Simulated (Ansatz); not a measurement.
# Germanium, diamond under PBE: how the cold (Marzari-Vanderbilt) smearing moves the result, part 2 of 2

How small must the cold (Marzari-Vanderbilt) smearing width be for energy and pressure to settle? The geometry was relaxed under PBE beforehand and stays fixed; 7 values are run, from 0.01 to 1.0 eV. Wanted are the values from which on the energy stays within 10 and 1 meV/atom, and the pressure within 0.5 GPa, of the narrowest run. Within the series other settings stay. Spin polarisation is left out.

Ansatz 0.2.0; DFT PBE, plane waves with PAW, scalar-relativistic. The steps go on from the part before.

## Step 5: With a width of 0.2 eV

The run at 0.2 eV.

Contents of input.yaml:

```yaml
crystal:
  lattice:
    - [0.0, 2.8859759802, 2.8859759802]
    - [2.8859759802, 0.0, 2.8859759802]
    - [2.8859759802, 2.8859759802, 0.0]
  atoms:
    - { symbol: Ge, position: [0.5, 0.5, 0.5] }
    - { symbol: Ge, position: [0.75, 0.75, 0.75] }
hamiltonian:
  xc: pbe
  pseudopotentials:
    kind: paw
    azcp:
      Ge: "pseudopotentials/Ge.paw.azcp"
basis:
  ecutwfc: 420
  fft_grid_basis: typed
kpoints:
  mp_grid: { grid: [10, 10, 10], shift: [0, 0, 0] }
magnetization:
  spin_polarized: false
scf:
  occupations: { method: cold, width: 0.2 }
  lower_state_search: "off"
output:
  stress: true
```

Command:

```sh
ansatz run input.yaml --threads 1 --pin off --max-ram 3584MiB --backend cpu --events-out ev --progress --plain --runs-dir out
```

The program printed:

```text
Engine: ansatz 0.2.0, x86_64-unknown-linux-gnu
Pseudopotentials: kind: paw
Pseudopotential: Ge, paw, valence charge 14, recommended cutoff 420 eV (normal), <dir>
Functional definition: PBE
  parameter kappa = 0.804
  parameter beta = 0.06672455060314922
  exchange = pbe_x(kappa = kappa, mu = beta*pi^2/3)
  correlation = pbe_c(beta = beta)
Crystal: 2 atoms, lattice volume = 48.074 Å³
Basis set: ecut = 420 eV, 941 PW (Γ)
Bands: 18, of which v1, the nominal top of the filled ones, is band 14 counted from 1 (13 counted from 0)
Symmetry: 48 space group operations
Space group: Fd-3m (ITA 227), of the structure as read, at distance tolerance 3.6e-5 Å
k-points: 47 of 1000
Non-local potential: Ge, projectors of the file, l = 0: 2, l = 1: 2, l = 2: 3, l = 3: 1
PAW form: soft (Blöchl's): semilocal exchange-correlation on the pseudo side does not see the compensation charge
PAW one-centre angular grid: Ge, 590 points (default); XC on 64 Gauss nodes
Initial density: superposition of atomic densities (neutral atoms: chi_scale 0, normalization atom), corrected by the library's trained network
Initial wavefunctions: pseudopotential atomic-orbital guess
Functional: x = pbe(κ = 0.804, μ = 0.2195149727645171), c = pbe(β = 0.06672455060314922)
SCF iter   1: F=—  HF=-8589.964116 eV  |F-HF|=—  |Δ(HF+E_count)|=         —  Δρ=1.65e-3  dr2=1.66e-3  ethr=1.77e-3  ⟨swp⟩=5.0  Hψ=3582  notcnv=0
preconditioner: auto → none  [insulator: Δε(μ)=0.213 eV  Ē_g=23.200 eV  σ=0.200 eV  W_gap=0.71  n_scr=14 (ndim 8)  ℏωp=28.3 eV  f_vac=0.096  D(μ)=0.17/eV (n_scr^D=0)  ε∞_Penn≈2.5]
SCF iter   2: F=—  HF=-8589.963877 eV  |F-HF|=—  |Δ(HF+E_count)|=   2.39e-4  S|Δr|=    0.00e0  Δρ=8.98e-4  dr2=3.18e-4  ethr=5.94e-6  ⟨swp⟩=2.0  Hψ=1818  notcnv=0
SCF iter   3: F=—  HF=-8589.963944 eV  |F-HF|=—  |Δ(HF+E_count)|=   6.66e-5  S|Δr|=    0.00e0  Δρ=2.74e-4  dr2=3.18e-5  ethr=1.14e-6  ⟨swp⟩=2.0  Hψ=1506  notcnv=0
SCF iter   4: F=—  HF=-8589.963965 eV  |F-HF|=—  |Δ(HF+E_count)|=   2.15e-5  S|Δr|=    0.00e0  Δρ=8.73e-5  dr2=3.13e-6  ethr=1.14e-7  ⟨swp⟩=2.0  Hψ=1496  notcnv=0
SCF iter   5: F=—  HF=-8589.963969 eV  |F-HF|=—  |Δ(HF+E_count)|=   3.68e-6  S|Δr|=    0.00e0  Δρ=1.58e-5  dr2=5.95e-8  ethr=3.57e-10  ⟨swp⟩=3.0  Hψ=3813  notcnv=0
SCF iter   6: F=-8589.963969 eV  HF=-8589.963969 eV  |F-HF|=2.71e-9  |Δ(HF+E_count)|=   1.38e-8  S|Δr|=    0.00e0  Δρ=2.55e-6  dr2=1.35e-9  ethr=2.13e-10  ⟨swp⟩=4.0  Hψ=2716  notcnv=0
SCF 1 converged in 6 iterations: F = -8589.963969 eV  dr2 = 1.35e-9
SCF converged after 6 iterations
Stability not checked: this state was not tested for a lower state beside it, because cold or Methfessel-Paxton smearing, or corrected tetrahedra, fill the levels in a way that the test cannot read (fill_not_monotonic; see scf.lower_state_search)
Free energy (F): -8589.963969 eV
Harris-Foulkes:  -8589.963969 eV  (|F-HF|=2.71e-9)
Internal energy: -8589.964233 eV  (E = F + TS)
E sigma→0 (E₀):  -8589.964057 eV
Entropy (-TS):   0.000264 eV (0.132 meV/atom)
Fermi energy:    7.758664 eV
Step filling:    the computed levels leave a gap of 0.0000 eV = 0.0 smearing widths at the electron count; against every level under it full and every level over it empty, smearing changes F+E_penalty+E_count by +0.404 meV and its σ→0 estimate by +0.316 meV
--- Per-component energies (eV) ---
  E_band       = -317.242049
  E_kinetic    = 221.581549
  E_local      = -5026.359880  (includes V_loc(G=0)·N_el)
  E_nonlocal   = 836.290836
  E_hartree    = 2202.251533
  E_xc         = -150.517509
  E_vxc        = -128.363130  (∫ρ·V_xc dr)
  E_paw        = -4039.210807  (= ΣΔE_a)
  E_vpaw       = -624.897610  (= ΣTr[D̂ρ^β])
  E_aug_tail   = 0.000570  (compensation charges beyond the density's cutoff)
  E_ewald      = -2634.000525
  E_smearing   = 0.000264  (= −TS)
  E_closure    = -0.000000  (closes the sum)
  Σ components = -8589.963969   (vs F -8589.963969, Δ=0.00e0)
--- Stress (GPa, compression-positive) ---
       -0.318355       0.000000       0.000000
        0.000000      -0.318355       0.000000
        0.000000      -0.000000      -0.318355
  P = ⅓ Tr σ = -0.3184 GPa (-3.184 kbar)
```

Wall time 2.9 s (1 thread of Intel Xeon Platinum 8259CL at 2.50GHz (Skylake/Cascade Lake), shared host); peak memory 0.51 GiB.

## Step 6: With a width of 0.3 eV

The run at 0.3 eV.

input.yaml, as its differences from that of step 5:

```diff
@@ -22,3 +22,3 @@
 scf:
-  occupations: { method: cold, width: 0.2 }
+  occupations: { method: cold, width: 0.3 }
   lower_state_search: "off"
```

Command:

```sh
ansatz run input.yaml --threads 1 --pin off --max-ram 3584MiB --backend cpu --events-out ev --progress --plain --runs-dir out
```

The program printed:

```text
Engine: ansatz 0.2.0, x86_64-unknown-linux-gnu
Pseudopotentials: kind: paw
Pseudopotential: Ge, paw, valence charge 14, recommended cutoff 420 eV (normal), <dir>
Functional definition: PBE
  parameter kappa = 0.804
  parameter beta = 0.06672455060314922
  exchange = pbe_x(kappa = kappa, mu = beta*pi^2/3)
  correlation = pbe_c(beta = beta)
Crystal: 2 atoms, lattice volume = 48.074 Å³
Basis set: ecut = 420 eV, 941 PW (Γ)
Bands: 18, of which v1, the nominal top of the filled ones, is band 14 counted from 1 (13 counted from 0)
Symmetry: 48 space group operations
Space group: Fd-3m (ITA 227), of the structure as read, at distance tolerance 3.6e-5 Å
k-points: 47 of 1000
Non-local potential: Ge, projectors of the file, l = 0: 2, l = 1: 2, l = 2: 3, l = 3: 1
PAW form: soft (Blöchl's): semilocal exchange-correlation on the pseudo side does not see the compensation charge
PAW one-centre angular grid: Ge, 590 points (default); XC on 64 Gauss nodes
Initial density: superposition of atomic densities (neutral atoms: chi_scale 0, normalization atom), corrected by the library's trained network
Initial wavefunctions: pseudopotential atomic-orbital guess
Functional: x = pbe(κ = 0.804, μ = 0.2195149727645171), c = pbe(β = 0.06672455060314922)
SCF iter   1: F=—  HF=-8589.963775 eV  |F-HF|=—  |Δ(HF+E_count)|=         —  Δρ=1.72e-3  dr2=1.78e-3  ethr=1.77e-3  ⟨swp⟩=5.0  Hψ=3512  notcnv=0
preconditioner: auto → none  [insulator: Δε(μ)=0.213 eV  Ē_g=23.200 eV  σ=0.300 eV  W_gap=0.50  n_scr=14 (ndim 8)  ℏωp=28.3 eV  f_vac=0.096  D(μ)=0.14/eV (n_scr^D=0)  ε∞_Penn≈2.5]
SCF iter   2: F=—  HF=-8589.963565 eV  |F-HF|=—  |Δ(HF+E_count)|=   2.10e-4  S|Δr|=    0.00e0  Δρ=9.14e-4  dr2=3.24e-4  ethr=6.35e-6  ⟨swp⟩=2.0  Hψ=1845  notcnv=0
SCF iter   3: F=—  HF=-8589.963641 eV  |F-HF|=—  |Δ(HF+E_count)|=   7.59e-5  S|Δr|=    0.00e0  Δρ=2.78e-4  dr2=3.25e-5  ethr=1.16e-6  ⟨swp⟩=2.0  Hψ=1507  notcnv=0
SCF iter   4: F=—  HF=-8589.963658 eV  |F-HF|=—  |Δ(HF+E_count)|=   1.69e-5  S|Δr|=    0.00e0  Δρ=9.09e-5  dr2=3.36e-6  ethr=1.16e-7  ⟨swp⟩=2.0  Hψ=1495  notcnv=0
SCF iter   5: F=—  HF=-8589.963662 eV  |F-HF|=—  |Δ(HF+E_count)|=   4.14e-6  S|Δr|=    0.00e0  Δρ=1.80e-5  dr2=7.60e-8  ethr=3.57e-10  ⟨swp⟩=3.0  Hψ=3830  notcnv=0
SCF iter   6: F=-8589.963662 eV  HF=-8589.963662 eV  |F-HF|=4.14e-9  |Δ(HF+E_count)|=   2.64e-8  S|Δr|=    0.00e0  Δρ=3.24e-6  dr2=2.22e-9  ethr=2.72e-10  ⟨swp⟩=4.0  Hψ=2836  notcnv=0
SCF 1 converged in 6 iterations: F = -8589.963662 eV  dr2 = 2.22e-9
SCF converged after 6 iterations
Stability not checked: this state was not tested for a lower state beside it, because cold or Methfessel-Paxton smearing, or corrected tetrahedra, fill the levels in a way that the test cannot read (fill_not_monotonic; see scf.lower_state_search)
Free energy (F): -8589.963662 eV
Harris-Foulkes:  -8589.963662 eV  (|F-HF|=4.14e-9)
Internal energy: -8589.965594 eV  (E = F + TS)
E sigma→0 (E₀):  -8589.964306 eV
Entropy (-TS):   0.001932 eV (0.966 meV/atom)
Fermi energy:    7.766347 eV
Step filling:    the computed levels leave a gap of 0.0000 eV = 0.0 smearing widths at the electron count; against every level under it full and every level over it empty, smearing changes F+E_penalty+E_count by +0.711 meV and its σ→0 estimate by +0.067 meV
--- Per-component energies (eV) ---
  E_band       = -317.257561
  E_kinetic    = 221.578458
  E_local      = -5026.325304  (includes V_loc(G=0)·N_el)
  E_nonlocal   = 836.271748
  E_hartree    = 2202.217148
  E_xc         = -150.521093
  E_vxc        = -128.366717  (∫ρ·V_xc dr)
  E_paw        = -4039.186597  (= ΣΔE_a)
  E_vpaw       = -624.853588  (= ΣTr[D̂ρ^β])
  E_aug_tail   = 0.000570  (compensation charges beyond the density's cutoff)
  E_ewald      = -2634.000525
  E_smearing   = 0.001932  (= −TS)
  E_closure    = 0.000000  (closes the sum)
  Σ components = -8589.963662   (vs F -8589.963662, Δ=0.00e0)
--- Stress (GPa, compression-positive) ---
       -0.301571       0.000000       0.000000
        0.000000      -0.301571      -0.000000
       -0.000000      -0.000000      -0.301571
  P = ⅓ Tr σ = -0.3016 GPa (-3.016 kbar)
```

Wall time 2.8 s (1 thread of Intel Xeon Platinum 8259CL at 2.50GHz (Skylake/Cascade Lake), shared host); peak memory 0.5 GiB.

## Step 7: With a width of 0.6 eV

The run at 0.6 eV.

input.yaml, as its differences from that of step 6:

```diff
@@ -22,3 +22,3 @@
 scf:
-  occupations: { method: cold, width: 0.3 }
+  occupations: { method: cold, width: 0.6 }
   lower_state_search: "off"
```

Command:

```sh
ansatz run input.yaml --threads 1 --pin off --max-ram 3584MiB --backend cpu --events-out ev --progress --plain --runs-dir out
```

The program printed:

```text
Engine: ansatz 0.2.0, x86_64-unknown-linux-gnu
Pseudopotentials: kind: paw
Pseudopotential: Ge, paw, valence charge 14, recommended cutoff 420 eV (normal), <dir>
Functional definition: PBE
  parameter kappa = 0.804
  parameter beta = 0.06672455060314922
  exchange = pbe_x(kappa = kappa, mu = beta*pi^2/3)
  correlation = pbe_c(beta = beta)
Crystal: 2 atoms, lattice volume = 48.074 Å³
Basis set: ecut = 420 eV, 941 PW (Γ)
Bands: 18, of which v1, the nominal top of the filled ones, is band 14 counted from 1 (13 counted from 0)
Symmetry: 48 space group operations
Space group: Fd-3m (ITA 227), of the structure as read, at distance tolerance 3.6e-5 Å
k-points: 47 of 1000
Non-local potential: Ge, projectors of the file, l = 0: 2, l = 1: 2, l = 2: 3, l = 3: 1
PAW form: soft (Blöchl's): semilocal exchange-correlation on the pseudo side does not see the compensation charge
PAW one-centre angular grid: Ge, 590 points (default); XC on 64 Gauss nodes
Initial density: superposition of atomic densities (neutral atoms: chi_scale 0, normalization atom), corrected by the library's trained network
Initial wavefunctions: pseudopotential atomic-orbital guess
Functional: x = pbe(κ = 0.804, μ = 0.2195149727645171), c = pbe(β = 0.06672455060314922)
SCF iter   1: F=—  HF=-8589.954459 eV  |F-HF|=—  |Δ(HF+E_count)|=         —  Δρ=1.82e-3  dr2=2.03e-3  ethr=1.77e-3  ⟨swp⟩=5.0  Hψ=3514  notcnv=0
preconditioner: auto → Kerker (q_TF=auto, 2.493 Å⁻¹)  [metal: Δε(μ)=0.213 eV  Ē_g=23.200 eV  σ=0.600 eV  W_gap=0.22  n_scr=14 (ndim 8)  ℏωp=28.3 eV  f_vac=0.096  D(μ)=0.13/eV (n_scr^D=0)]
SCF iter   2: F=—  HF=-8589.954117 eV  |F-HF|=—  |Δ(HF+E_count)|=   3.42e-4  S|Δr|=    0.00e0  Δρ=1.26e-3  dr2=1.07e-3  ethr=7.26e-6  ⟨swp⟩=2.0  Hψ=1840  notcnv=0
SCF iter   3: F=—  HF=-8589.954113 eV  |F-HF|=—  |Δ(HF+E_count)|=   4.45e-6  S|Δr|=    0.00e0  Δρ=6.88e-4  dr2=4.40e-4  ethr=3.81e-6  ⟨swp⟩=2.3  Hψ=1321  notcnv=0
SCF iter   4: F=—  HF=-8589.954222 eV  |F-HF|=—  |Δ(HF+E_count)|=   1.09e-4  S|Δr|=    0.00e0  Δρ=3.55e-4  dr2=4.54e-5  ethr=1.57e-6  ⟨swp⟩=2.0  Hψ=1034  notcnv=0
SCF iter   5: F=—  HF=-8589.954250 eV  |F-HF|=—  |Δ(HF+E_count)|=   2.81e-5  S|Δr|=    0.00e0  Δρ=6.40e-5  dr2=2.51e-6  ethr=1.62e-7  ⟨swp⟩=2.0  Hψ=1520  notcnv=0
SCF iter   6: F=—  HF=-8589.954253 eV  |F-HF|=—  |Δ(HF+E_count)|=   3.77e-6  S|Δr|=    0.00e0  Δρ=3.37e-5  dr2=2.33e-7  ethr=8.95e-9  ⟨swp⟩=2.0  Hψ=1521  notcnv=0
SCF iter   7: F=-8589.954253 eV  HF=-8589.954254 eV  |F-HF|=8.07e-8  |Δ(HF+E_count)|=   1.24e-7  S|Δr|=    0.00e0  Δρ=1.45e-5  dr2=4.29e-8  ethr=3.57e-10  ⟨swp⟩=4.0  Hψ=2563  notcnv=0
SCF 1 converged in 7 iterations: F = -8589.954253 eV  dr2 = 4.29e-8
SCF converged after 7 iterations
Stability not checked: this state was not tested for a lower state beside it, because cold or Methfessel-Paxton smearing, or corrected tetrahedra, fill the levels in a way that the test cannot read (fill_not_monotonic; see scf.lower_state_search)
Free energy (F): -8589.954253 eV
Harris-Foulkes:  -8589.954254 eV  (|F-HF|=8.07e-8)
Internal energy: -8589.999116 eV  (E = F + TS)
E sigma→0 (E₀):  -8589.969208 eV
Entropy (-TS):   0.044862 eV (22.431 meV/atom)
Fermi energy:    7.619794 eV
Step filling:    the computed levels leave a gap of 0.0000 eV = 0.0 smearing widths at the electron count; against every level under it full and every level over it empty, smearing changes F+E_penalty+E_count by +10.127 meV and its σ→0 estimate by -4.827 meV
--- Per-component energies (eV) ---
  E_band       = -317.401076
  E_kinetic    = 221.524181
  E_local      = -5026.174496  (includes V_loc(G=0)·N_el)
  E_nonlocal   = 836.260521
  E_hartree    = 2202.088867
  E_xc         = -150.512051
  E_vxc        = -128.355409  (∫ρ·V_xc dr)
  E_paw        = -4039.186184  (= ΣΔE_a)
  E_vpaw       = -624.848827  (= ΣTr[D̂ρ^β])
  E_aug_tail   = 0.000570  (compensation charges beyond the density's cutoff)
  E_ewald      = -2634.000525
  E_smearing   = 0.044862  (= −TS)
  E_closure    = 0.000000  (closes the sum)
  Σ components = -8589.954253   (vs F -8589.954253, Δ=0.00e0)
--- Stress (GPa, compression-positive) ---
       -0.443957      -0.000000       0.000000
        0.000000      -0.443957      -0.000000
        0.000000       0.000000      -0.443957
  P = ⅓ Tr σ = -0.4440 GPa (-4.440 kbar)
```

Run time: 2.9 s. Hardware: 1 thread of Intel Xeon Platinum 8259CL at 2.50GHz (Skylake/Cascade Lake), shared host; peak memory 0.52 GiB.

## Step 8: With a width of 1.0 eV

The run at 1.0 eV.

input.yaml, as its differences from that of step 7:

```diff
@@ -22,3 +22,3 @@
 scf:
-  occupations: { method: cold, width: 0.6 }
+  occupations: { method: cold, width: 1.0 }
   lower_state_search: "off"
```

Command:

```sh
ansatz run input.yaml --threads 1 --pin off --max-ram 3584MiB --backend cpu --events-out ev --progress --plain --runs-dir out
```

The program printed:

```text
band count auto-derived: 19 (N_el = 28.0; filled up to band 14; 18 by the electrons, moments and atoms)
Engine: ansatz 0.2.0, x86_64-unknown-linux-gnu
Pseudopotentials: kind: paw
Pseudopotential: Ge, paw, valence charge 14, recommended cutoff 420 eV (normal), <dir>
Functional definition: PBE
  parameter kappa = 0.804
  parameter beta = 0.06672455060314922
  exchange = pbe_x(kappa = kappa, mu = beta*pi^2/3)
  correlation = pbe_c(beta = beta)
Crystal: 2 atoms, lattice volume = 48.074 Å³
Basis set: ecut = 420 eV, 941 PW (Γ)
Bands: 19, of which v1, the nominal top of the filled ones, is band 14 counted from 1 (13 counted from 0)
Symmetry: 48 space group operations
Space group: Fd-3m (ITA 227), of the structure as read, at distance tolerance 3.6e-5 Å
k-points: 47 of 1000
Non-local potential: Ge, projectors of the file, l = 0: 2, l = 1: 2, l = 2: 3, l = 3: 1
PAW form: soft (Blöchl's): semilocal exchange-correlation on the pseudo side does not see the compensation charge
PAW one-centre angular grid: Ge, 590 points (default); XC on 64 Gauss nodes
Initial density: superposition of atomic densities (neutral atoms: chi_scale 0, normalization atom), corrected by the library's trained network
Initial wavefunctions: pseudopotential atomic-orbital guess
Functional: x = pbe(κ = 0.804, μ = 0.2195149727645171), c = pbe(β = 0.06672455060314922)
SCF iter   1: F=—  HF=-8589.895459 eV  |F-HF|=—  |Δ(HF+E_count)|=         —  Δρ=2.11e-3  dr2=2.96e-3  ethr=1.77e-3  ⟨swp⟩=5.0  Hψ=3833  notcnv=0
preconditioner: auto → Kerker (q_TF=auto, 2.493 Å⁻¹)  [metal: Δε(μ)=0.273 eV  Ē_g=24.095 eV  σ=1.000 eV  W_gap=0.19  n_scr=14 (ndim 8)  ℏωp=28.3 eV  f_vac=0.096  D(μ)=0.30/eV (n_scr^D=0)]
SCF iter   2: F=—  HF=-8589.894874 eV  |F-HF|=—  |Δ(HF+E_count)|=   5.86e-4  S|Δr|=    0.00e0  Δρ=1.59e-3  dr2=1.77e-3  ethr=1.06e-5  ⟨swp⟩=2.0  Hψ=1757  notcnv=0
SCF iter   3: F=—  HF=-8589.894816 eV  |F-HF|=—  |Δ(HF+E_count)|=   5.77e-5  S|Δr|=    0.00e0  Δρ=8.02e-4  dr2=5.65e-4  ethr=6.32e-6  ⟨swp⟩=2.0  Hψ=1363  notcnv=0
SCF iter   4: F=—  HF=-8589.894849 eV  |F-HF|=—  |Δ(HF+E_count)|=   3.35e-5  S|Δr|=    0.00e0  Δρ=5.08e-4  dr2=6.31e-5  ethr=2.02e-6  ⟨swp⟩=2.0  Hψ=1080  notcnv=0
SCF iter   5: F=—  HF=-8589.894878 eV  |F-HF|=—  |Δ(HF+E_count)|=   2.86e-5  S|Δr|=    0.00e0  Δρ=9.77e-5  dr2=6.84e-6  ethr=2.25e-7  ⟨swp⟩=2.0  Hψ=1569  notcnv=0
SCF iter   6: F=—  HF=-8589.894886 eV  |F-HF|=—  |Δ(HF+E_count)|=   8.30e-6  S|Δr|=    0.00e0  Δρ=4.92e-5  dr2=5.07e-7  ethr=2.44e-8  ⟨swp⟩=2.0  Hψ=1589  notcnv=0
SCF iter   7: F=—  HF=-8589.894887 eV  |F-HF|=—  |Δ(HF+E_count)|=   5.07e-7  S|Δr|=    0.00e0  Δρ=2.07e-5  dr2=8.92e-8  ethr=3.57e-10  ⟨swp⟩=4.1  Hψ=2956  notcnv=0
SCF iter   8: F=-8589.894887 eV  HF=-8589.894887 eV  |F-HF|=1.32e-8  |Δ(HF+E_count)|=   5.57e-8  S|Δr|=    0.00e0  Δρ=5.62e-6  dr2=5.99e-9  ethr=3.18e-10  ⟨swp⟩=4.0  Hψ=2841  notcnv=0
SCF 1 converged in 8 iterations: F = -8589.894887 eV  dr2 = 5.99e-9
SCF converged after 8 iterations
Stability not checked: this state was not tested for a lower state beside it, because cold or Methfessel-Paxton smearing, or corrected tetrahedra, fill the levels in a way that the test cannot read (fill_not_monotonic; see scf.lower_state_search)
Free energy (F): -8589.894887 eV
Harris-Foulkes:  -8589.894887 eV  (|F-HF|=1.32e-8)
Internal energy: -8590.110110 eV  (E = F + TS)
E sigma→0 (E₀):  -8589.966628 eV
Entropy (-TS):   0.215224 eV (107.612 meV/atom)
Fermi energy:    7.441062 eV
Step filling:    the computed levels leave a gap of 0.0000 eV = 0.0 smearing widths at the electron count; against every level under it full and every level over it empty, smearing changes F+E_penalty+E_count by +69.571 meV and its σ→0 estimate by -2.171 meV
--- Per-component energies (eV) ---
  E_band       = -317.911911
  E_kinetic    = 221.337040
  E_local      = -5025.643189  (includes V_loc(G=0)·N_el)
  E_nonlocal   = 836.162176
  E_hartree    = 2201.622543
  E_xc         = -150.494220
  E_vxc        = -128.330144  (∫ρ·V_xc dr)
  E_paw        = -4039.094506  (= ΣΔE_a)
  E_vpaw       = -624.689620  (= ΣTr[D̂ρ^β])
  E_aug_tail   = 0.000570  (compensation charges beyond the density's cutoff)
  E_ewald      = -2634.000525
  E_smearing   = 0.215224  (= −TS)
  E_closure    = 0.000000  (closes the sum)
  Σ components = -8589.894887   (vs F -8589.894887, Δ=0.00e0)
--- Stress (GPa, compression-positive) ---
       -0.827879      -0.000000       0.000000
       -0.000000      -0.827879      -0.000000
        0.000000      -0.000000      -0.827879
  P = ⅓ Tr σ = -0.8279 GPa (-8.279 kbar)
```

Wall time 3.4 s (1 thread of Intel Xeon Platinum 8259CL at 2.50GHz (Skylake/Cascade Lake), shared host); peak memory 0.52 GiB.

## Step 9: All values side by side

Energies count from the run at 0.01 eV.

```tsv
smearing (eV)	F (meV/atom)	E(σ → 0) (meV/atom)	P (GPa)	SCF cycles	CPU time
0.01	0.00	0.00	-0.34	7	3 s
0.03	-0.02	-0.01	-0.33	5	3.2 s
0.1	0.00	-0.13	-0.35	5	2.5 s
0.2	0.21	0.16	-0.32	6	2.9 s
0.3	0.36	0.04	-0.30	6	2.8 s
0.6	5.07	-2.41	-0.44	7	2.9 s
1.0	34.75	-1.12	-0.83	8	3.4 s
```

## Step 10: What came out

The summary covers parts 1 to 2.

| quantity | value |
| --- | --- |
| E(σ → 0) stays within 10 meV/atom of 0.01 eV | up to 1.0 eV |
| E(σ → 0) stays within 1 meV/atom | up to 0.3 eV |
| pressure stays within 0.5 GPa | up to 1.0 eV |
| pressure at 0.01 eV | -0.34 GPa |

In words: The far end, 1.0 eV, lies -1.1 meV/atom and -0.5 GPa from the yardstick. The free energy F moves by +34.7 meV/atom over the range, and the estimate for σ → 0 by -1.1. This scheme cancels the term in the square of the width, so F moves little up to 0.2 eV. The mesh (10×10×10) is fixed, so the narrowest widths carry a k-point error of their own. The cell taken over is 6 % larger than the measured one (22.63 Å³/atom, COD).
